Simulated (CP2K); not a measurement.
Crystal: Hf.

```
Hf
1.0
     3.19670    0.00000    0.00000
    -1.59835    2.76842    0.00000
     0.00000    0.00000    5.05780
Hf
2
Direct
  0.66667 0.33333 0.75000
  0.33333 0.66667 0.25000
```

Base run:

```yaml
Program: CP2K 2026.2
Functional: PBE
Potentials_or_basis: POTENTIAL_UZH Hf GTH-PBE-q12; TZVP-MOLOPT-PBE-GTH basis
Density_cutoff: 6123 eV
k_mesh: 10 × 10 × 5
Occupations: fermi-dirac, width 0.1 eV
Spin: no spin polarisation
```

Its results: band gap on the k mesh none (metal or under the smearing width); pressure 1.0 GPa.

Q: The run is repeated on the same cell with these changes: functional from PBE to PBEsol; occupations from fermi-dirac, width 0.1 eV to fermi-dirac, width 0.05 eV. What comes out?

A: Band gap on the k mesh none (metal or under the smearing width); pressure -2.9 GPa.

Caveats: spin-orbit coupling is left out, which moves the levels of the heavy elements; the basis of atomic orbitals isn't converged, which shifts pressures, moduli and gaps; the potentials were made for another functional, which shifts forces and pressure (some runs).
